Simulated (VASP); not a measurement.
# K (Pm-3m) in VASP: further runs, part 5 of 6

VASP 6.6.1.

### 78 Equation of state, PBE, 77.68 Å³/atom

The input, INCAR:

```
SYSTEM = K
ADDGRID = .False.
ALGO = Normal
EDIFF = 1E-6
ENCUT = 600
GGA = PE
ISIF = 2
ISMEAR = 0
LASPH = .True.
LCHARG = .False.
LREAL = .False.
LWAVE = .False.
NELM = 100
PREC = Accurate
SIGMA = 0.2
```

The input, KPOINTS:

```
k-points
0
Gamma
  6 6 6
  0 0 0
```

The input, POSCAR:

```
K
1.0
    4.2668967202      0.0000000000      0.0000000000
    0.0000000000      4.2668967202      0.0000000000
    0.0000000000      0.0000000000      4.2668967202
K
1
Direct
    0.0000000000      0.0000000000      0.0000000000
```

Potentials or basis: VASP PAW PBE potentials, release 64 (K_sv).

Started as:

```bash
cat potpaw_PBE.64/K_sv/POTCAR > POTCAR
mpirun -np 1 vasp_std > vasp.out
```

Run time: 10 s. Hardware: 1 thread of Intel Xeon Platinum 8488C (Sapphire Rapids), shared host; peak memory 0.19 GiB.

The run converged, but some of its settings lie outside the range that counts as converged, so its numbers aren't taken as properties of the crystal.

What came out:

```
Free energy            : -0.9456 eV
Pressure               : 0.1 GPa
Band gap on the k mesh : none (metal or under the smearing width)
```

### 79 Equation of state, PBE, 82.49 Å³/atom

INCAR is that of step 78.

KPOINTS is that of step 78.

The input, POSCAR:

```
K
1.0
    4.3531198844      0.0000000000      0.0000000000
    0.0000000000      4.3531198844      0.0000000000
    0.0000000000      0.0000000000      4.3531198844
K
1
Direct
    0.0000000000      0.0000000000      0.0000000000
```

Started as:

```bash
cat potpaw_PBE.64/K_sv/POTCAR > POTCAR
mpirun -np 1 vasp_std > vasp.out
```

Wall time 9.9 s (1 thread of Intel Xeon Platinum 8488C (Sapphire Rapids), shared host); peak memory 0.2 GiB.

These settings aren't checked as converged: the numbers below hold their error.

Results:

| Item | Value |
| --- | --- |
| Free energy | -0.9450 eV |
| Pressure | -0.1 GPa |
| Band gap on the k mesh | none (metal or under the smearing width) |

### 80 Equation of state, PBE, 77.68 Å³/atom

Changes to INCAR since step 79:

```diff
@@ -4,3 +4,3 @@
 EDIFF = 1E-6
-ENCUT = 600
+ENCUT = 500
 GGA = PE
```

The input, KPOINTS:

```
k-points
0
Gamma
  7 7 7
  0 0 0
```

The input, POSCAR:

```
K
1.0
    4.2668967202      0.0000000000      0.0000000000
    0.0000000000      4.2668967202      0.0000000000
    0.0000000000      0.0000000000      4.2668967202
K
1
Direct
    0.0000000000      0.0000000000      0.0000000000
```

Started as:

```bash
cat potpaw_PBE.64/K_sv/POTCAR > POTCAR
mpirun -np 1 vasp_std > vasp.out
```

Run time: 7.8 s. Hardware: 1 thread of Intel Xeon Platinum 8488C (Sapphire Rapids), shared host; peak memory 0.16 GiB.

These settings aren't checked as converged: the numbers below hold their error.

Results:

```yaml
Free_energy: -0.9510 eV
Pressure: 0.1 GPa
Band_gap_on_the_k_mesh: none (metal or under the smearing width)
```

### 81 Equation of state, PBE, 82.49 Å³/atom

INCAR is that of step 80.

KPOINTS is that of step 80.

The input, POSCAR:

```
K
1.0
    4.3531198844      0.0000000000      0.0000000000
    0.0000000000      4.3531198844      0.0000000000
    0.0000000000      0.0000000000      4.3531198844
K
1
Direct
    0.0000000000      0.0000000000      0.0000000000
```

Potentials or basis: VASP PAW PBE potentials, release 64 (K_sv).

Started as:

```bash
cat potpaw_PBE.64/K_sv/POTCAR > POTCAR
mpirun -np 1 vasp_std > vasp.out
```

Wall time 9.8 s (1 thread of Intel Xeon Platinum 8488C (Sapphire Rapids), shared host); peak memory 0.17 GiB.

The run converged, but some of its settings lie outside the range that counts as converged, so its numbers aren't taken as properties of the crystal.

What came out:

```yaml
Free_energy: -0.9506 eV
Pressure: -0.1 GPa
Band_gap_on_the_k_mesh: none (metal or under the smearing width)
```

### 82 Equation of state, PBE, 77.68 Å³/atom

Changes to INCAR since step 81:

```diff
@@ -4,3 +4,3 @@
 EDIFF = 1E-6
-ENCUT = 500
+ENCUT = 350
 GGA = PE
```

The input, KPOINTS:

```
k-points
0
Gamma
  9 9 9
  0 0 0
```

The input, POSCAR:

```
K
1.0
    4.2668967202      0.0000000000      0.0000000000
    0.0000000000      4.2668967202      0.0000000000
    0.0000000000      0.0000000000      4.2668967202
K
1
Direct
    0.0000000000      0.0000000000      0.0000000000
```

Started as:

```bash
cat potpaw_PBE.64/K_sv/POTCAR > POTCAR
mpirun -np 1 vasp_std > vasp.out
```

Run time: 8.3 s. Hardware: 1 thread of Intel Xeon Platinum 8488C (Sapphire Rapids), shared host; peak memory 0.15 GiB.

The run converged, but some of its settings lie outside the range that counts as converged, so its numbers aren't taken as properties of the crystal.

Results:

| Quantity | Value |
| --- | --- |
| Free energy | -0.9482 eV |
| Pressure | 0.0 GPa |
| Band gap on the k mesh | none (metal or under the smearing width) |

### 83 Equation of state, PBE, 82.49 Å³/atom

INCAR is that of step 82.

KPOINTS is that of step 82.

The input, POSCAR:

```
K
1.0
    4.3531198844      0.0000000000      0.0000000000
    0.0000000000      4.3531198844      0.0000000000
    0.0000000000      0.0000000000      4.3531198844
K
1
Direct
    0.0000000000      0.0000000000      0.0000000000
```

Started as:

```bash
cat potpaw_PBE.64/K_sv/POTCAR > POTCAR
mpirun -np 1 vasp_std > vasp.out
```

Wall time 8 s (1 thread of Intel Xeon Platinum 8488C (Sapphire Rapids), shared host); peak memory 0.14 GiB.

These settings aren't checked as converged: the numbers below hold their error.

Results:

```
Free energy            : -0.9479 eV
Pressure               : -0.1 GPa
Band gap on the k mesh : none (metal or under the smearing width)
```

### 84 Equation of state, PBE, 77.68 Å³/atom

Changes to INCAR since step 83:

```diff
@@ -4,3 +4,3 @@
 EDIFF = 1E-6
-ENCUT = 350
+ENCUT = 400
 GGA = PE
```

KPOINTS is that of step 83.

The input, POSCAR:

```
K
1.0
    4.2668967202      0.0000000000      0.0000000000
    0.0000000000      4.2668967202      0.0000000000
    0.0000000000      0.0000000000      4.2668967202
K
1
Direct
    0.0000000000      0.0000000000      0.0000000000
```

Potentials or basis: VASP PAW PBE potentials, release 64 (K_sv).

Started as:

```bash
cat potpaw_PBE.64/K_sv/POTCAR > POTCAR
mpirun -np 1 vasp_std > vasp.out
```

Run time: 8.2 s. Hardware: 1 thread of Intel Xeon Platinum 8488C (Sapphire Rapids), shared host; peak memory 0.15 GiB.

The run converged, but some of its settings lie outside the range that counts as converged, so its numbers aren't taken as properties of the crystal.

Results:

```yaml
Free_energy: -0.9488 eV
Pressure: 0.1 GPa
Band_gap_on_the_k_mesh: none (metal or under the smearing width)
```

### 85 Equation of state, PBE, 82.49 Å³/atom

INCAR is that of step 84.

KPOINTS is that of step 84.

The input, POSCAR:

```
K
1.0
    4.3531198844      0.0000000000      0.0000000000
    0.0000000000      4.3531198844      0.0000000000
    0.0000000000      0.0000000000      4.3531198844
K
1
Direct
    0.0000000000      0.0000000000      0.0000000000
```

Started as:

```bash
cat potpaw_PBE.64/K_sv/POTCAR > POTCAR
mpirun -np 1 vasp_std > vasp.out
```

It took 8.3 s on 1 thread of Intel Xeon Platinum 8488C (Sapphire Rapids), shared host; peak memory 0.15 GiB.

The run converged, but some of its settings lie outside the range that counts as converged, so its numbers aren't taken as properties of the crystal.

Results:

```
Free energy            : -0.9484 eV
Pressure               : -0.1 GPa
Band gap on the k mesh : none (metal or under the smearing width)
```

### 86 Equation of state, PBE, 77.68 Å³/atom

Changes to INCAR since step 85:

```diff
@@ -4,3 +4,3 @@
 EDIFF = 1E-6
-ENCUT = 400
+ENCUT = 900
 GGA = PE
```

The input, KPOINTS:

```
k-points
0
Gamma
  6 6 6
  0 0 0
```

The input, POSCAR:

```
K
1.0
    4.2668967202      0.0000000000      0.0000000000
    0.0000000000      4.2668967202      0.0000000000
    0.0000000000      0.0000000000      4.2668967202
K
1
Direct
    0.0000000000      0.0000000000      0.0000000000
```

Started as:

```bash
cat potpaw_PBE.64/K_sv/POTCAR > POTCAR
mpirun -np 1 vasp_std > vasp.out
```

Run time: 18 s. Hardware: 1 thread of Intel Xeon Platinum 8488C (Sapphire Rapids), shared host; peak memory 0.25 GiB.

These settings aren't checked as converged: the numbers below hold their error.

What came out:

- Free energy: -0.9455 eV
- Pressure: 0.1 GPa
- Band gap on the k mesh: none (metal or under the smearing width)

### 87 Equation of state, PBE, 82.49 Å³/atom

INCAR is that of step 86.

KPOINTS is that of step 86.

The input, POSCAR:

```
K
1.0
    4.3531198844      0.0000000000      0.0000000000
    0.0000000000      4.3531198844      0.0000000000
    0.0000000000      0.0000000000      4.3531198844
K
1
Direct
    0.0000000000      0.0000000000      0.0000000000
```

Potentials or basis: VASP PAW PBE potentials, release 64 (K_sv).

Started as:

```bash
cat potpaw_PBE.64/K_sv/POTCAR > POTCAR
mpirun -np 1 vasp_std > vasp.out
```

Wall time 25 s (1 thread of Intel Xeon Platinum 8488C (Sapphire Rapids), shared host); peak memory 0.31 GiB.

These settings aren't checked as converged: the numbers below hold their error.

Results:

```yaml
Free_energy: -0.9450 eV
Pressure: -0.1 GPa
Band_gap_on_the_k_mesh: none (metal or under the smearing width)
```

### 88 Equation of state, PBE, 77.68 Å³/atom

Changes to INCAR since step 87:

```diff
@@ -4,3 +4,3 @@
 EDIFF = 1E-6
-ENCUT = 900
+ENCUT = 400
 GGA = PE
@@ -14,2 +14,2 @@
 PREC = Accurate
-SIGMA = 0.2
+SIGMA = 0.4
```

The input, KPOINTS:

```
k-points
0
Gamma
  9 9 9
  0 0 0
```

The input, POSCAR:

```
K
1.0
    4.2668967202      0.0000000000      0.0000000000
    0.0000000000      4.2668967202      0.0000000000
    0.0000000000      0.0000000000      4.2668967202
K
1
Direct
    0.0000000000      0.0000000000      0.0000000000
```

Started as:

```bash
cat potpaw_PBE.64/K_sv/POTCAR > POTCAR
mpirun -np 1 vasp_std > vasp.out
```

Run time: 7.9 s. Hardware: 1 thread of Intel Xeon Platinum 8488C (Sapphire Rapids), shared host; peak memory 0.15 GiB.

The run converged, but some of its settings lie outside the range that counts as converged, so its numbers aren't taken as properties of the crystal.

What came out:

```yaml
Free_energy: -0.9736 eV
Pressure: 0.1 GPa
Band_gap_on_the_k_mesh: none (metal or under the smearing width)
```

### 89 Equation of state, PBE, 82.49 Å³/atom

INCAR is that of step 88.

KPOINTS is that of step 88.

The input, POSCAR:

```
K
1.0
    4.3531198844      0.0000000000      0.0000000000
    0.0000000000      4.3531198844      0.0000000000
    0.0000000000      0.0000000000      4.3531198844
K
1
Direct
    0.0000000000      0.0000000000      0.0000000000
```

Started as:

```bash
cat potpaw_PBE.64/K_sv/POTCAR > POTCAR
mpirun -np 1 vasp_std > vasp.out
```

It took 8.4 s on 1 thread of Intel Xeon Platinum 8488C (Sapphire Rapids), shared host; peak memory 0.15 GiB.

The run converged, but some of its settings lie outside the range that counts as converged, so its numbers aren't taken as properties of the crystal.

What came out:

| Item | Value |
| --- | --- |
| Free energy | -0.9737 eV |
| Pressure | -0.1 GPa |
| Band gap on the k mesh | none (metal or under the smearing width) |

### 90 Equation of state, PBE, 77.68 Å³/atom

Changes to INCAR since step 89:

```diff
@@ -14,2 +14,2 @@
 PREC = Accurate
-SIGMA = 0.4
+SIGMA = 0.1
```

KPOINTS is that of step 89.

The input, POSCAR:

```
K
1.0
    4.2668967202      0.0000000000      0.0000000000
    0.0000000000      4.2668967202      0.0000000000
    0.0000000000      0.0000000000      4.2668967202
K
1
Direct
    0.0000000000      0.0000000000      0.0000000000
```

Potentials or basis: VASP PAW PBE potentials, release 64 (K_sv).

Started as:

```bash
cat potpaw_PBE.64/K_sv/POTCAR > POTCAR
mpirun -np 1 vasp_std > vasp.out
```

Wall time 8.2 s (1 thread of Intel Xeon Platinum 8488C (Sapphire Rapids), shared host); peak memory 0.15 GiB.

The run converged, but some of its settings lie outside the range that counts as converged, so its numbers aren't taken as properties of the crystal.

Results:

```
Free energy            : -0.9426 eV
Pressure               : 0.1 GPa
Band gap on the k mesh : none (metal or under the smearing width)
```

### 91 Equation of state, PBE, 82.49 Å³/atom

INCAR is that of step 90.

KPOINTS is that of step 90.

The input, POSCAR:

```
K
1.0
    4.3531198844      0.0000000000      0.0000000000
    0.0000000000      4.3531198844      0.0000000000
    0.0000000000      0.0000000000      4.3531198844
K
1
Direct
    0.0000000000      0.0000000000      0.0000000000
```

Started as:

```bash
cat potpaw_PBE.64/K_sv/POTCAR > POTCAR
mpirun -np 1 vasp_std > vasp.out
```

Wall time 8.3 s (1 thread of Intel Xeon Platinum 8488C (Sapphire Rapids), shared host); peak memory 0.15 GiB.

These settings aren't checked as converged: the numbers below hold their error.

What came out:

* Free energy: -0.9420 eV
* Pressure: -0.1 GPa
* Band gap on the k mesh: none (metal or under the smearing width)

### 92 Equation of state, PBE, 77.68 Å³/atom

Changes to INCAR since step 91:

```diff
@@ -14,2 +14,2 @@
 PREC = Accurate
-SIGMA = 0.1
+SIGMA = 0.05
```

KPOINTS is that of step 91.

The input, POSCAR:

```
K
1.0
    4.2668967202      0.0000000000      0.0000000000
    0.0000000000      4.2668967202      0.0000000000
    0.0000000000      0.0000000000      4.2668967202
K
1
Direct
    0.0000000000      0.0000000000      0.0000000000
```

Started as:

```bash
cat potpaw_PBE.64/K_sv/POTCAR > POTCAR
mpirun -np 1 vasp_std > vasp.out
```

Wall time 8 s (1 thread of Intel Xeon Platinum 8488C (Sapphire Rapids), shared host); peak memory 0.15 GiB.

These settings aren't checked as converged: the numbers below hold their error.

What came out:

```
Free energy            : -0.9414 eV
Pressure               : 0.1 GPa
Band gap on the k mesh : none (metal or under the smearing width)
```

### 93 Equation of state, PBE, 82.49 Å³/atom

INCAR is that of step 92.

KPOINTS is that of step 92.

The input, POSCAR:

```
K
1.0
    4.3531198844      0.0000000000      0.0000000000
    0.0000000000      4.3531198844      0.0000000000
    0.0000000000      0.0000000000      4.3531198844
K
1
Direct
    0.0000000000      0.0000000000      0.0000000000
```

Potentials or basis: VASP PAW PBE potentials, release 64 (K_sv).

Started as:

```bash
cat potpaw_PBE.64/K_sv/POTCAR > POTCAR
mpirun -np 1 vasp_std > vasp.out
```

Run time: 8.3 s. Hardware: 1 thread of Intel Xeon Platinum 8488C (Sapphire Rapids), shared host; peak memory 0.15 GiB.

These settings aren't checked as converged: the numbers below hold their error.

Results:

| Item | Value |
| --- | --- |
| Free energy | -0.9407 eV |
| Pressure | -0.1 GPa |
| Band gap on the k mesh | none (metal or under the smearing width) |

### 94 Equation of state, PBE, 77.68 Å³/atom

Changes to INCAR since step 93:

```diff
@@ -14,2 +14,2 @@
 PREC = Accurate
-SIGMA = 0.05
+SIGMA = 0.02
```

KPOINTS is that of step 93.

The input, POSCAR:

```
K
1.0
    4.2668967202      0.0000000000      0.0000000000
    0.0000000000      4.2668967202      0.0000000000
    0.0000000000      0.0000000000      4.2668967202
K
1
Direct
    0.0000000000      0.0000000000      0.0000000000
```

Started as:

```bash
cat potpaw_PBE.64/K_sv/POTCAR > POTCAR
mpirun -np 1 vasp_std > vasp.out
```

Wall time 8.8 s (1 thread of Intel Xeon Platinum 8488C (Sapphire Rapids), shared host); peak memory 0.15 GiB.

These settings aren't checked as converged: the numbers below hold their error.

What came out:

| Item | Value |
| --- | --- |
| Free energy | -0.9412 eV |
| Pressure | 0.0 GPa |
| Band gap on the k mesh | none (metal or under the smearing width) |

### 95 Equation of state, PBE, 82.49 Å³/atom

INCAR is that of step 94.

KPOINTS is that of step 94.

The input, POSCAR:

```
K
1.0
    4.3531198844      0.0000000000      0.0000000000
    0.0000000000      4.3531198844      0.0000000000
    0.0000000000      0.0000000000      4.3531198844
K
1
Direct
    0.0000000000      0.0000000000      0.0000000000
```

Started as:

```bash
cat potpaw_PBE.64/K_sv/POTCAR > POTCAR
mpirun -np 1 vasp_std > vasp.out
```

Run time: 8.5 s. Hardware: 1 thread of Intel Xeon Platinum 8488C (Sapphire Rapids), shared host; peak memory 0.15 GiB.

These settings aren't checked as converged: the numbers below hold their error.

What came out:

```yaml
Free_energy: -0.9405 eV
Pressure: -0.1 GPa
Band_gap_on_the_k_mesh: none (metal or under the smearing width)
```

### 96 Equation of state, PBE, 77.68 Å³/atom

Changes to INCAR since step 95:

```diff
@@ -7,3 +7,3 @@
 ISIF = 2
-ISMEAR = 0
+ISMEAR = -5
 LASPH = .True.
@@ -14,2 +14,2 @@
 PREC = Accurate
-SIGMA = 0.02
+SIGMA = 0.2
```

KPOINTS is that of step 95.

The input, POSCAR:

```
K
1.0
    4.2668967202      0.0000000000      0.0000000000
    0.0000000000      4.2668967202      0.0000000000
    0.0000000000      0.0000000000      4.2668967202
K
1
Direct
    0.0000000000      0.0000000000      0.0000000000
```

Potentials or basis: VASP PAW PBE potentials, release 64 (K_sv).

Started as:

```bash
cat potpaw_PBE.64/K_sv/POTCAR > POTCAR
mpirun -np 1 vasp_std > vasp.out
```

Run time: 8.2 s. Hardware: 1 thread of Intel Xeon Platinum 8488C (Sapphire Rapids), shared host; peak memory 0.15 GiB.

The run converged, but some of its settings lie outside the range that counts as converged, so its numbers aren't taken as properties of the crystal.

Results:

* Free energy: -0.9411 eV
* Pressure: 0.1 GPa
* Band gap on the k mesh: none (metal or under the smearing width)

Caveat: tetrahedron occupations give inexact forces and stress in metals.

### 97 Equation of state, PBE, 82.49 Å³/atom

INCAR is that of step 96.

KPOINTS is that of step 96.

The input, POSCAR:

```
K
1.0
    4.3531198844      0.0000000000      0.0000000000
    0.0000000000      4.3531198844      0.0000000000
    0.0000000000      0.0000000000      4.3531198844
K
1
Direct
    0.0000000000      0.0000000000      0.0000000000
```

Started as:

```bash
cat potpaw_PBE.64/K_sv/POTCAR > POTCAR
mpirun -np 1 vasp_std > vasp.out
```

Wall time 8.3 s (1 thread of Intel Xeon Platinum 8488C (Sapphire Rapids), shared host); peak memory 0.15 GiB.

The run converged, but some of its settings lie outside the range that counts as converged, so its numbers aren't taken as properties of the crystal.

Results:

```yaml
Free_energy: -0.9405 eV
Pressure: -0.1 GPa
Band_gap_on_the_k_mesh: none (metal or under the smearing width)
```

Caveat: tetrahedron occupations give inexact forces and stress in metals.

### 98 Equation of state, PBE, 77.68 Å³/atom

Changes to INCAR since step 97:

```diff
@@ -7,3 +7,3 @@
 ISIF = 2
-ISMEAR = -5
+ISMEAR = 1
 LASPH = .True.
```

KPOINTS is that of step 97.

The input, POSCAR:

```
K
1.0
    4.2668967202      0.0000000000      0.0000000000
    0.0000000000      4.2668967202      0.0000000000
    0.0000000000      0.0000000000      4.2668967202
K
1
Direct
    0.0000000000      0.0000000000      0.0000000000
```

Started as:

```bash
cat potpaw_PBE.64/K_sv/POTCAR > POTCAR
mpirun -np 1 vasp_std > vasp.out
```

Run time: 8.1 s. Hardware: 1 thread of Intel Xeon Platinum 8488C (Sapphire Rapids), shared host; peak memory 0.15 GiB.

These settings aren't checked as converged: the numbers below hold their error.

What came out:

- Free energy: -0.9402 eV
- Pressure: 0.1 GPa
- Band gap on the k mesh: none (metal or under the smearing width)

### 99 Equation of state, PBE, 82.49 Å³/atom

INCAR is that of step 98.

KPOINTS is that of step 98.

The input, POSCAR:

```
K
1.0
    4.3531198844      0.0000000000      0.0000000000
    0.0000000000      4.3531198844      0.0000000000
    0.0000000000      0.0000000000      4.3531198844
K
1
Direct
    0.0000000000      0.0000000000      0.0000000000
```

Potentials or basis: VASP PAW PBE potentials, release 64 (K_sv).

Started as:

```bash
cat potpaw_PBE.64/K_sv/POTCAR > POTCAR
mpirun -np 1 vasp_std > vasp.out
```

Run time: 8.5 s. Hardware: 1 thread of Intel Xeon Platinum 8488C (Sapphire Rapids), shared host; peak memory 0.15 GiB.

These settings aren't checked as converged: the numbers below hold their error.

What came out:

* Free energy: -0.9396 eV
* Pressure: -0.1 GPa
* Band gap on the k mesh: none (metal or under the smearing width)

### 100 Equation of state, PBE, 77.68 Å³/atom

Changes to INCAR since step 99:

```diff
@@ -7,3 +7,3 @@
 ISIF = 2
-ISMEAR = 1
+ISMEAR = -1
 LASPH = .True.
```

KPOINTS is that of step 99.

The input, POSCAR:

```
K
1.0
    4.2668967202      0.0000000000      0.0000000000
    0.0000000000      4.2668967202      0.0000000000
    0.0000000000      0.0000000000      4.2668967202
K
1
Direct
    0.0000000000      0.0000000000      0.0000000000
```

Started as:

```bash
cat potpaw_PBE.64/K_sv/POTCAR > POTCAR
mpirun -np 1 vasp_std > vasp.out
```

It took 8.4 s on 1 thread of Intel Xeon Platinum 8488C (Sapphire Rapids), shared host; peak memory 0.15 GiB.

The run converged, but some of its settings lie outside the range that counts as converged, so its numbers aren't taken as properties of the crystal.

Results:

| Quantity | Value |
| --- | --- |
| Free energy | -0.9942 eV |
| Pressure | 0.1 GPa |
| Band gap on the k mesh | none (metal or under the smearing width) |

### 101 Equation of state, PBE, 82.49 Å³/atom

INCAR is that of step 100.

KPOINTS is that of step 100.

The input, POSCAR:

```
K
1.0
    4.3531198844      0.0000000000      0.0000000000
    0.0000000000      4.3531198844      0.0000000000
    0.0000000000      0.0000000000      4.3531198844
K
1
Direct
    0.0000000000      0.0000000000      0.0000000000
```

Started as:

```bash
cat potpaw_PBE.64/K_sv/POTCAR > POTCAR
mpirun -np 1 vasp_std > vasp.out
```

Run time: 8.3 s. Hardware: 1 thread of Intel Xeon Platinum 8488C (Sapphire Rapids), shared host; peak memory 0.15 GiB.

The run converged, but some of its settings lie outside the range that counts as converged, so its numbers aren't taken as properties of the crystal.

What came out:

| Property | Result |
| --- | --- |
| Free energy | -0.9948 eV |
| Pressure | -0.1 GPa |
| Band gap on the k mesh | none (metal or under the smearing width) |

(Part 5 of 6 ends here.)
